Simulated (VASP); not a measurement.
# BAs: input slips in a phonon run and what they do

Aim: see how common mistakes in a phonon run show up, on BAs. The starting structure is a measured crystal structure from the Crystallography Open Database.

Method: Kohn-Sham DFT with plane waves and PAW; LDA, in VASP 6.6.1.

## (1) Starting point

Symmetry: F-43m, No. 216, cubic system. The conventional cell has a = 4.777 Å, b = 4.777 Å, c = 4.777 Å, α = 90.00°, β = 90.00°, γ = 90.00°. Nearest to As lie 4 B at 2.07 Å. B has 4 As at 2.07 Å nearest. Farther neighbours are not listed.

## (2) Reference modes

The cell comes from a relaxation at this level, not shown (26.67 Å³).

INCAR

```
SYSTEM = BAs
PREC = Accurate
ENCUT = 450
EDIFF = 1E-08
NELM = 100
ISMEAR = 0
SIGMA = 0.03
LREAL = .FALSE.
ALGO = Normal
GGA = CA
NBANDS = 10
LORBIT = 11
LWAVE = .FALSE.
LCHARG = .FALSE.
KPAR = 4
IBRION = 8
LEPSILON = .TRUE.
ISIF = 2
```

POSCAR

```
BAs
1.0
    0.0000000000      2.3712508312      2.3712508312
    2.3712508312      0.0000000000      2.3712508312
    2.3712508312      2.3712508312      0.0000000000
As B
1 1
Direct
    0.7500000000      0.7500000000      0.7500000000
    0.0000000000      0.0000000000      0.0000000000
```

KPOINTS

```
Automatic mesh
0
Gamma
12 12 12
0 0 0
```

Potentials, in the order of the species: As and B (LDA family, release 64).

The run is started by

```
> mpirun -np 4 vasp_std
```

What it wrote:

```text
[banner, memory and clock lines left out]
running    4 mpi-ranks, on    1 nodes
 distrk:  each k-point on    1 cores,    4 groups
 distr:  one band on    1 cores,    1 groups

 POSCAR found type information on POSCAR AsB
 POSCAR found :  2 types and       2 ions
 LDA part: xc-table for (Slater(with rela. corr.)+CA(PZ))
 , standard interpolation
 POSCAR, INCAR and KPOINTS ok, starting setup
 FFT: planning ... GRIDC
 FFT: planning ... GRID_SOFT
 FFT: planning ... GRID
 WAVECAR not read
 entering main loop
       N       E                     dE             d eps       ncg     rms          rms(c)
DAV:   1     0.987594936494E+01    0.98759E+01   -0.36095E+03  1440   0.627E+02
DAV:   2    -0.130768709222E+02   -0.22953E+02   -0.21951E+02  2038   0.101E+02
DAV:   3    -0.136939226392E+02   -0.61705E+00   -0.61565E+00  1700   0.167E+01
DAV:   4    -0.136956112531E+02   -0.16886E-02   -0.16884E-02  1730   0.982E-01
DAV:   5    -0.136956139172E+02   -0.26641E-05   -0.26645E-05  1700   0.385E-02    0.518E+00
DAV:   6    -0.130250237858E+02    0.67059E+00   -0.18252E+00  1558   0.590E+00    0.244E+00
DAV:   7    -0.129397075123E+02    0.85316E-01   -0.21187E-01  1744   0.245E+00    0.899E-01
DAV:   8    -0.129262321625E+02    0.13475E-01   -0.25051E-02  1576   0.878E-01    0.103E-01
DAV:   9    -0.129262559856E+02   -0.23823E-04   -0.72188E-04  1644   0.180E-01    0.591E-02
DAV:  10    -0.129262621743E+02   -0.61887E-05   -0.85180E-05  1564   0.549E-02    0.142E-02
DAV:  11    -0.129262636140E+02   -0.14397E-05   -0.16165E-06  1768   0.934E-03    0.131E-02
DAV:  12    -0.129262634370E+02    0.17709E-06   -0.83867E-07  1596   0.403E-03    0.290E-03
DAV:  13    -0.129262634411E+02   -0.40943E-08   -0.29910E-08  1650   0.127E-03
   1 F= -.12926263E+02 E0= -.12926263E+02  d E =-.364664E-29
 Linear response reoptimize wavefunctions to high precision
DAV:   1    -0.129262634413E+02   -0.20043E-09   -0.58871E-09  1598   0.355E-04
DAV:   2    -0.129262634413E+02   -0.20009E-10   -0.13323E-10   912   0.964E-05
 Linear response G [H, r] |phi>, progress :
  Direction:   1
       N       E                     dE             d eps       ncg     rms
RMM:   1    -0.476955482363E+02   -0.47696E+02   -0.63009E+01  3641   0.456E+01
RMM:   2    -0.365550946502E+02    0.11140E+02   -0.27905E+00  2376   0.110E+01
RMM:   3    -0.365675879092E+02   -0.12493E-01   -0.11741E-03  2493   0.880E-01
RMM:   4    -0.365695595999E+02   -0.19717E-02    0.19347E-03  2549   0.953E-02
RMM:   5    -0.365697557490E+02   -0.19615E-03    0.22117E-04  2562   0.112E-02
RMM:   6    -0.365697760859E+02   -0.20337E-04    0.21934E-05  2558   0.198E-03
RMM:   7    -0.365697781327E+02   -0.20468E-05    0.17024E-06  2347   0.749E-04
RMM:   8    -0.365697783657E+02   -0.23299E-06    0.13993E-06  2160   0.606E-04
RMM:   9    -0.365697783804E+02   -0.14658E-07    0.10211E-05  1983   0.592E-04
RMM:  10    -0.365697783050E+02    0.75368E-07    0.40605E-05  1793   0.592E-04
RMM:  11    -0.365697783752E+02   -0.70211E-07    0.35663E-05  1630   0.592E-04
 Linear response G [H, r] |phi>, progress :
  Direction:   2
       N       E                     dE             d eps       ncg     rms
RMM:   1    -0.463357088203E+02   -0.46336E+02   -0.82083E+01  3633   0.433E+01
RMM:   2    -0.380889487141E+02    0.82468E+01   -0.17659E+00  2362   0.942E+00
RMM:   3    -0.381122100762E+02   -0.23261E-01    0.89094E-03  2514   0.709E-01
RMM:   4    -0.381143073023E+02   -0.20972E-02    0.19552E-03  2542   0.761E-02
RMM:   5    -0.381144989301E+02   -0.19163E-03    0.21769E-04  2583   0.911E-03
RMM:   6    -0.381145188782E+02   -0.19948E-04    0.20970E-05  2538   0.165E-03
RMM:   7    -0.381145208926E+02   -0.20145E-05    0.92551E-07  2326   0.630E-04
RMM:   8    -0.381145211258E+02   -0.23317E-06   -0.87849E-07  2165   0.511E-04
RMM:   9    -0.381145211523E+02   -0.26482E-07   -0.12274E-06  2032   0.499E-04
RMM:  10    -0.381145211134E+02    0.38877E-07   -0.14950E-06  1872   0.499E-04
RMM:  11    -0.381145211543E+02   -0.40881E-07    0.23137E-06  1668   0.499E-04
 Linear response G [H, r] |phi>, progress :
  Direction:   3
       N       E                     dE             d eps       ncg     rms
RMM:   1    -0.254117445641E+02   -0.25412E+02    0.11772E+02  3448   0.427E+01
RMM:   2    -0.223543105718E+02    0.30574E+01   -0.23856E+00  2341   0.976E+00
RMM:   3    -0.223494160860E+02    0.48945E-02   -0.29500E-02  2485   0.887E-01
RMM:   4    -0.223491444143E+02    0.27167E-03   -0.36227E-04  2562   0.990E-02
RMM:   5    -0.223491374407E+02    0.69737E-05   -0.12708E-05  2530   0.122E-02
RMM:   6    -0.223491368762E+02    0.56449E-06   -0.87127E-07  2539   0.183E-03
RMM:   7    -0.223491368085E+02    0.67722E-07    0.48991E-07  2282   0.492E-04
RMM:   8    -0.223491368401E+02   -0.31604E-07   -0.28888E-07  2065   0.321E-04
RMM:   9    -0.223491368408E+02   -0.74024E-09   -0.30237E-07  1888   0.304E-04
RMM:  10    -0.223491368407E+02    0.10703E-09   -0.18676E-08  1703   0.304E-04
 Linear response to external field (no local field effect), progress :
  Direction:   1
       N       E                     dE             d eps       ncg     rms          rms(c)
RMM:   1    -0.816320349841E+00   -0.81632E+00   -0.37543E+00  3281   0.331E+00
RMM:   2    -0.834246030343E+00   -0.17926E-01   -0.82653E-03  2385   0.445E-01
[...]
RMM:   5    -0.332910361388E+00   -0.28829E-09   -0.24514E-09  2190   0.181E-04
 change of polarisation eV/A/(eV/A) component  3 :     0.190    -0.252     0.666
 dielectric tensor                  component  3 :     1.287    -1.710     5.518
 Linear response to external field, progress :
  Direction:   1
       N       E                     dE             d eps       ncg     rms          rms(c)
RMM:   1    -0.656143984201E+00   -0.65614E+00   -0.29726E+00 12652   0.297E+00
RMM:   2    -0.670797910714E+00   -0.14654E-01   -0.67839E-03  9261   0.401E-01    0.124E+00
RMM:   3    -0.655550785035E+00    0.15247E-01   -0.62604E-03  9432   0.454E-01    0.714E-01
RMM:   4    -0.676580882734E+00   -0.21030E-01   -0.81632E-03  9301   0.536E-01    0.729E-02
RMM:   5    -0.679810585193E+00   -0.32297E-02   -0.13235E-04  9568   0.725E-02    0.853E-03
RMM:   6    -0.679926668758E+00   -0.11608E-03   -0.87210E-07  9733   0.658E-03    0.453E-03
RMM:   7    -0.679985043543E+00   -0.58375E-04   -0.13313E-07  9715   0.288E-03    0.283E-04
RMM:   8    -0.679993902886E+00   -0.88593E-05   -0.26107E-09  9541   0.222E-04    0.107E-04
RMM:   9    -0.679990564675E+00    0.33382E-05   -0.17795E-09  8850   0.102E-04    0.228E-05
RMM:  10    -0.679989496823E+00    0.10679E-05    0.30885E-10  5534   0.289E-05    0.400E-06
 change of polarisation eV/A/(eV/A) component  1 :     1.279     0.332     0.206
 dielectric tensor                  component  1 :     9.676     2.250     1.395
 Linear response to external field, progress :
  Direction:   2
       N       E                     dE             d eps       ncg     rms          rms(c)
RMM:   1    -0.656140273047E+00   -0.65614E+00   -0.29725E+00 12656   0.297E+00
RMM:   2    -0.670796356492E+00   -0.14656E-01   -0.68660E-03  9261   0.401E-01    0.124E+00
RMM:   3    -0.655548326985E+00    0.15248E-01   -0.62794E-03  9432   0.455E-01    0.714E-01
RMM:   4    -0.676579741971E+00   -0.21031E-01   -0.81801E-03  9292   0.536E-01    0.729E-02
RMM:   5    -0.679812392958E+00   -0.32327E-02   -0.13211E-04  9571   0.725E-02    0.854E-03
RMM:   6    -0.679925591272E+00   -0.11320E-03   -0.83170E-07  9734   0.658E-03    0.452E-03
RMM:   7    -0.679984057794E+00   -0.58467E-04   -0.12565E-07  9717   0.288E-03    0.283E-04
RMM:   8    -0.679992613734E+00   -0.85559E-05   -0.30116E-09  9536   0.222E-04    0.107E-04
RMM:   9    -0.679990722152E+00    0.18916E-05   -0.31850E-09  8847   0.102E-04    0.229E-05
RMM:  10    -0.679990976418E+00   -0.25427E-06   -0.30002E-09  5560   0.288E-05    0.469E-06
 change of polarisation eV/A/(eV/A) component  2 :     0.273     1.279     0.205
 dielectric tensor                  component  2 :     1.855     9.676     1.388
 Linear response to external field, progress :
  Direction:   3
       N       E                     dE             d eps       ncg     rms          rms(c)
RMM:   1    -0.656153362609E+00   -0.65615E+00   -0.29727E+00 12650   0.297E+00
RMM:   2    -0.670798240781E+00   -0.14645E-01   -0.67573E-03  9262   0.401E-01    0.124E+00
RMM:   3    -0.655548461548E+00    0.15250E-01   -0.62577E-03  9432   0.454E-01    0.714E-01
RMM:   4    -0.676580164358E+00   -0.21032E-01   -0.81613E-03  9297   0.536E-01    0.729E-02
RMM:   5    -0.679811174831E+00   -0.32310E-02   -0.13245E-04  9567   0.725E-02    0.853E-03
RMM:   6    -0.679925011986E+00   -0.11384E-03   -0.86296E-07  9731   0.658E-03    0.453E-03
RMM:   7    -0.679985009538E+00   -0.59998E-04   -0.12944E-07  9716   0.288E-03    0.283E-04
RMM:   8    -0.679993426345E+00   -0.84168E-05   -0.16504E-09  9528   0.222E-04    0.107E-04
RMM:   9    -0.679990915086E+00    0.25113E-05    0.23303E-09  8850   0.103E-04    0.231E-05
RMM:  10    -0.679990405397E+00    0.50969E-06    0.34552E-10  5536   0.287E-05    0.497E-06
 change of polarisation eV/A/(eV/A) component  3 :     0.225     0.312     1.279
 dielectric tensor                  component  3 :     1.530     2.117     9.676
 Linear response DOF=           2
 Linear response progress:
  Degree of freedom:   1/  2
       N       E                     dE             d eps       ncg     rms          rms(c)
RMM:   1    -0.401076333167E-01   -0.40108E-01    0.29093E-02 13425   0.114E+00
RMM:   2    -0.378416129840E-01    0.22660E-02   -0.14983E-03  8919   0.213E-01    0.974E-02
RMM:   3    -0.376803648818E-01    0.16125E-03   -0.13678E-04  9530   0.266E-02    0.570E-02
RMM:   4    -0.377058231918E-01   -0.25458E-04   -0.11600E-04  9361   0.299E-02    0.316E-03
RMM:   5    -0.376920165587E-01    0.13807E-04   -0.89972E-06  9771   0.253E-03    0.836E-04
RMM:   6    -0.376878898916E-01    0.41267E-05   -0.36983E-07  9720   0.468E-04    0.136E-04
RMM:   7    -0.376872592500E-01    0.63064E-06    0.16884E-07 10010   0.971E-05    0.460E-05
RMM:   8    -0.376871959221E-01    0.63328E-07    0.42494E-08  9504   0.438E-05    0.144E-05
RMM:   9    -0.376871979133E-01   -0.19912E-08   -0.14654E-08 10232   0.316E-05    0.668E-07
 first order change of Fermi-energy  -0.12404E-02
 force on displaced ion       1 direction 1 : -17.031   0.000   0.000
 Born effective charge ion    1 direction 1 :   0.558   0.000   0.000
 Linear response progress:
  Degree of freedom:   2/  2
       N       E                     dE             d eps       ncg     rms          rms(c)
RMM:   1    -0.438542209057E-01   -0.43854E-01    0.25215E-04 13241   0.109E+00
RMM:   2    -0.408729767219E-01    0.29812E-02   -0.92117E-04  8801   0.215E-01    0.102E-01
RMM:   3    -0.409213319234E-01   -0.48355E-04   -0.61347E-05  9238   0.687E-02    0.532E-02
RMM:   4    -0.412090560188E-01   -0.28772E-03   -0.77351E-05  9047   0.636E-02    0.748E-03
RMM:   5    -0.411924273887E-01    0.16629E-04    0.33355E-06  9584   0.692E-03    0.720E-04
RMM:   6    -0.411906603191E-01    0.17671E-05    0.19519E-07  9550   0.553E-04    0.273E-04
RMM:   7    -0.411899671563E-01    0.69316E-06    0.16846E-07  9716   0.252E-04    0.484E-05
RMM:   8    -0.411900619661E-01   -0.94810E-07    0.14173E-08  9812   0.499E-05    0.133E-05
RMM:   9    -0.411900271918E-01    0.34774E-07    0.11945E-09 10202   0.303E-05    0.172E-06
RMM:  10    -0.411900060428E-01    0.21149E-07    0.13782E-08  9140   0.213E-05    0.419E-07
RMM:  11    -0.411900591745E-01   -0.53132E-07    0.20101E-08  6671   0.204E-05    0.538E-08
 first order change of Fermi-energy   0.12899E-02
 force on displaced ion       2 direction 1 : -17.032  -0.000  -0.000
 Born effective charge ion    2 direction 1 :  -0.563   0.000   0.000
 Born effective charges drift removed
 Linear response finished
```

Elapsed: 93 s, on 4 MPI ranks of Intel Xeon Platinum 8259CL at 2.50GHz (Skylake/Cascade Lake), shared host; peak memory 1.1 GiB.

The logs omit lines about the potential files and the build; timing stands in the text.

Parts of OUTCAR (step 2):

```text
ion  position               nearest neighbor table
   1  0.750  0.750  0.750-   2 2.05   2 2.05   2 2.05   2 2.05
   2  0.000  0.000  0.000-   1 2.05   1 2.05   1 2.05   1 2.05

  LATTYP: Found a face centered cubic cell.
 ALAT       =     4.7425016624

 Subroutine GETGRP returns: Found 24 space group operations
 (whereof 24 operations were pure point group operations)

The static configuration has the point symmetry T_d .

 Found     72 irreducible k-points:

   k-points           NKPTS =     72   k-points in BZ     NKDIM =     72   number of bands    NBANDS=     10

   dimension x,y,z NGX =    24 NGY =   24 NGZ =   24
   dimension x,y,z NGXF=    48 NGYF=   48 NGZF=   48

   ENCUT  =  450.0 eV  33.07 Ry    5.75 a.u.   5.80  5.80  5.80*2*pi/ulx,y,z

   NELECT =       8.0000    total number of electrons

 k-points in reciprocal lattice and weights: Automatic mesh
   0.00000000  0.00000000  0.00000000       0.001
   0.08333333  0.00000000  0.00000000       0.005
   0.16666667  0.00000000  0.00000000       0.005
   0.25000000  0.00000000  0.00000000       0.005
   0.33333333  0.00000000  0.00000000       0.005
   0.41666667  0.00000000  0.00000000       0.005
   0.50000000  0.00000000  0.00000000       0.002
   0.08333333  0.08333333  0.00000000       0.003
   0.16666667  0.08333333  0.00000000       0.014
[...]
-0.33333333  0.50000000  0.16666667       0.007
  -0.25000000  0.50000000  0.25000000       0.003

 average (electrostatic) potential at core
       1 -51.7684       2 -31.6735

  Total       -0.0010055     -0.0010055     -0.0010055     -0.0000000      0.0000000      0.0000000
  in kB       -0.0604128     -0.0604128     -0.0604128     -0.0000000      0.0000000      0.0000000
  external PRESSURE =      -0.0604128 kB  Pullay stress =       0.0000000 kB

  energy-cutoff  :      450.00
  volume of cell :       26.67
      direct lattice vectors                 reciprocal lattice vectors
     0.000000000  2.371250831  2.371250831    -0.210859178  0.210859178  0.210859178
     2.371250831  0.000000000  2.371250831     0.210859178 -0.210859178  0.210859178
     2.371250831  2.371250831  0.000000000     0.210859178  0.210859178 -0.210859178

 POSITION                                       TOTAL-FORCE (eV/Angst)
 -----------------------------------------------------------------------------------
      3.55688      3.55688      3.55688         0.000000     -0.000000     -0.000000
      0.00000      0.00000      0.00000        -0.000000      0.000000      0.000000
 -----------------------------------------------------------------------------------
    total drift:                               -0.000000     -0.000000     -0.000000

 MACROSCOPIC STATIC DIELECTRIC TENSOR (including local field effects in DFT)
 ------------------------------------------------------
           9.675716     0.000000     0.000000
          -0.000000     9.675716     0.000000
           0.000000    -0.000000     9.675716
 ------------------------------------------------------

 PIEZOELECTRIC TENSOR (including local field effects)  for field in x, y, z        (C/m^2)
          XX          YY          ZZ          XY          YZ          ZX
  --------------------------------------------------------------------------------
  x    -0.00000    -0.00000    -0.00000     0.00000    -0.11345     0.00000
  y     0.00000    -0.00000     0.00000     0.00000     0.00000    -0.11345
  z    -0.00000     0.00000     0.00000    -0.11345     0.00000     0.00000

 BORN EFFECTIVE CHARGES (including local field effects) (in |e|, cummulative output)
 ---------------------------------------------------------------------------------
 ion    1
    1     0.55861    -0.00000     0.00000
    2     0.00000     0.55861     0.00000
    3    -0.00000    -0.00000     0.55861
 ion    2
    1    -0.55861     0.00000     0.00000
    2    -0.00000    -0.55861     0.00000
    3     0.00000     0.00000    -0.55861

 Eigenvectors and eigenvalues of the dynamical matrix
 ----------------------------------------------------

   1 f  =   20.990489 THz   131.887134 2PiTHz  700.167356 cm-1    86.809649 meV
             X         Y         Z           dx          dy          dz
      3.556876  3.556876  3.556876     0.000000   -0.355096   -0.000000
      0.000000  0.000000  0.000000    -0.000000    0.934830   -0.000000

   2 f  =   20.990489 THz   131.887134 2PiTHz  700.167356 cm-1    86.809649 meV
             X         Y         Z           dx          dy          dz
      3.556876  3.556876  3.556876     0.000000    0.000000   -0.355096
      0.000000  0.000000  0.000000     0.000000    0.000000    0.934830

   3 f  =   20.990489 THz   131.887134 2PiTHz  700.167356 cm-1    86.809649 meV
             X         Y         Z           dx          dy          dz
      3.556876  3.556876  3.556876    -0.355096    0.000000    0.000000
      0.000000  0.000000  0.000000     0.934830    0.000000   -0.000000

   4 f/i=    0.000236 THz     0.001484 2PiTHz    0.007876 cm-1     0.000977 meV
             X         Y         Z           dx          dy          dz
      3.556876  3.556876  3.556876    -0.111423   -0.720189   -0.585508
      0.000000  0.000000  0.000000    -0.042324   -0.273565   -0.222406

   5 f/i=    0.000236 THz     0.001484 2PiTHz    0.007876 cm-1     0.000977 meV
             X         Y         Z           dx          dy          dz
      3.556876  3.556876  3.556876     0.323234   -0.582905    0.655476
      0.000000  0.000000  0.000000     0.122781   -0.221417    0.248983

   6 f/i=    0.000236 THz     0.001484 2PiTHz    0.007877 cm-1     0.000977 meV
             X         Y         Z           dx          dy          dz
      3.556876  3.556876  3.556876     0.870064    0.124323   -0.318495
      0.000000  0.000000  0.000000     0.330495    0.047224   -0.120981

 MACROSCOPIC STATIC DIELECTRIC TENSOR IONIC CONTRIBUTION
 ------------------------------------------------------
           0.124324    -0.000000    -0.000000
          -0.000000     0.124324    -0.000000
          -0.000000    -0.000000     0.124324
 ------------------------------------------------------

 ELASTIC MODULI CONTR FROM IONIC RELAXATION (kBar)
 Direction    XX          YY          ZZ          XY          YZ          ZX
 --------------------------------------------------------------------------------
 XX          -0.0000     -0.0000      0.0000     -0.0000      0.0000      0.0000
 YY          -0.0000     -0.0000     -0.0000     -0.0000     -0.0000      0.0000
 ZZ           0.0000     -0.0000     -0.0000      0.0000     -0.0000      0.0000
 XY          -0.0000     -0.0000      0.0000   -198.3704      0.0000      0.0000
 YZ           0.0000     -0.0000     -0.0000      0.0000   -198.3704      0.0000
 ZX           0.0000      0.0000      0.0000      0.0000      0.0000   -198.3704
 --------------------------------------------------------------------------------

 PIEZOELECTRIC TENSOR IONIC CONTR  for field in x, y, z        (C/m^2)
          XX          YY          ZZ          XY          YZ          ZX
  --------------------------------------------------------------------------------
  x    -0.00000     0.00000     0.00000     0.00000     0.14777    -0.00000
  y    -0.00000    -0.00000    -0.00000     0.00000     0.00000     0.14777
  z     0.00000     0.00000    -0.00000     0.14777    -0.00000    -0.00000
```

Energies printed during the response cycles are not total energies of the cell.

Reference: the zone-centre mode is T2 700.2 cm⁻¹.

[end of part 1 of 2]

[Lines on the potential files, build, host, timing and source positions are cut from VASP's logs without a mark.]

[Logs are printed without paths, hosts, clocks, repeated set-up lines and the standing remarks that a program may print on its own settings, such as how far it seeks lower states.]

[Hosts, paths, dates, database ids (printed as entryN), source tags and the programs' standing remarks are cut or masked in the printed files.]
